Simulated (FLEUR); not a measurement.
# Ni: band structure with r2SCAN

The system is Ni.

```
Ni
1.0
     2.44802    0.00000    0.00000
    -1.22401    2.12005    0.00000
     0.00000    0.00000    4.07281
Ni
2
Cartesian
  1.2240 0.7067 3.0546
  0.0000 1.4134 1.0182
```

This isn't the form of Ni at room conditions, which is fcc.

```json
{"Program": "FLEUR MaX-R8.1 (later development tree)", "Task": "band structure", "Functional": "r2SCAN", "Potentials or basis": "all-electron", "Basis": "FLAPW", "Kmax": "4.58 1/bohr", "k mesh": "12 × 12 × 7", "Occupations": "fermi-dirac, width 0.05 eV", "Spin": "collinear spin, ferromagnetic start", "Starting moments": "[1.0, 1.0] μB", "Gmax": "14.2 1/bohr", "Muffin-tin radii": "Ni 2.14 bohr", "lmax": "Ni 9", "lnonsphr": "Ni 9", "Local orbitals a species": "Ni 5", "Max iterations": "80", "Mixing factor": "0.05", "Mixer": "Anderson", "Mixer history": "30", "Density convergence": "0.0001 me/bohr^3"}
```

| Quantity | Value |
| --- | --- |
| Band gap along the path | none (metal or under the smearing width) |
| Net moment | 1.49 μB per cell |
| Site moments | Ni +0.81 μB |
| Valence electrons inside the program's atomic spheres | Ni 16.75 (radii Ni 2.14 bohr) |

Levels at the corners of the path, in eV from the Fermi level:
Spin up:
```
point  band 15  band 16  band 17  band 18  band 19  band 20  band 21  band 22
    Γ    -2.64    -2.02    -2.02    -1.07    -1.07    -0.76     5.52    23.63
    M    -2.64    -1.06    -0.94    -0.90     0.92     3.01     9.59    10.23
    K    -2.35    -1.42    -1.42    -1.15     4.39     5.23     5.23    12.46
    Γ    -2.64    -2.02    -2.02    -1.07    -1.07    -0.76     5.52    23.63
    A    -2.92    -2.92    -1.38    -1.38    -1.38    -1.38    14.51    14.51
    L    -1.47    -1.47    -0.99    -0.99     1.32     1.32     7.06     7.06
    H    -2.20    -2.20    -1.17    -1.17     5.64     5.64     7.23     7.23
    A    -2.92    -2.92    -1.38    -1.38    -1.38    -1.38    14.51    14.51
    L    -1.47    -1.47    -0.99    -0.99     1.32     1.32     7.06     7.06
    M    -2.64    -1.06    -0.94    -0.90     0.92     3.01     9.59    10.23
    K    -2.35    -1.42    -1.42    -1.15     4.39     5.23     5.23    12.46
    H    -2.20    -2.20    -1.17    -1.17     5.64     5.64     7.23     7.23
```
Spin down:
| point | band 13 | band 14 | band 15 | band 16 | band 17 | band 18 | band 19 | band 20 |
| --- | --- | --- | --- | --- | --- | --- | --- | --- |
| Γ | -1.67 | -1.42 | -1.42 | -1.11 | -1.11 | -0.94 | -0.10 | -0.10 |
| M | -2.04 | -1.95 | -1.32 | 0.07 | 0.31 | 0.43 | 1.83 | 3.67 |
| K | -2.29 | -2.29 | -1.21 | -0.20 | 0.10 | 0.10 | 4.85 | 5.70 |
| Γ | -1.67 | -1.42 | -1.42 | -1.11 | -1.11 | -0.94 | -0.10 | -0.10 |
| A | -1.78 | -1.78 | -1.78 | -1.78 | -0.38 | -0.38 | -0.38 | -0.38 |
| L | -1.05 | -1.05 | -0.34 | -0.34 | 0.38 | 0.38 | 1.51 | 1.51 |
| H | -2.48 | -2.48 | -1.14 | -1.14 | 0.28 | 0.28 | 5.94 | 5.94 |
| A | -1.78 | -1.78 | -1.78 | -1.78 | -0.38 | -0.38 | -0.38 | -0.38 |
| L | -1.05 | -1.05 | -0.34 | -0.34 | 0.38 | 0.38 | 1.51 | 1.51 |
| M | -2.04 | -1.95 | -1.32 | 0.07 | 0.31 | 0.43 | 1.83 | 3.67 |
| K | -2.29 | -2.29 | -1.21 | -0.20 | 0.10 | 0.10 | 4.85 | 5.70 |
| H | -2.48 | -2.48 | -1.14 | -1.14 | 0.28 | 0.28 | 5.94 | 5.94 |

Core levels (eV from the Fermi level):
```csv
atom,levels
1 Ni,"1s1/2 -8203.2, 2s1/2 -973.7, 2p1/2 -848.0, 2p3/2 -830.5"
2 Ni,"1s1/2 -8203.2, 2s1/2 -973.7, 2p1/2 -848.0, 2p3/2 -830.5"
```

Wall time 4.5 min on 1 thread of Intel(R) Xeon(R) Processor @ 2.50GHz (Skylake/Cascade Lake), with other jobs on the host, peak memory 0.13 GiB.

Caveat: the meta-GGA is that of a development version, with a GGA for the radial functions and cores and without core tails.
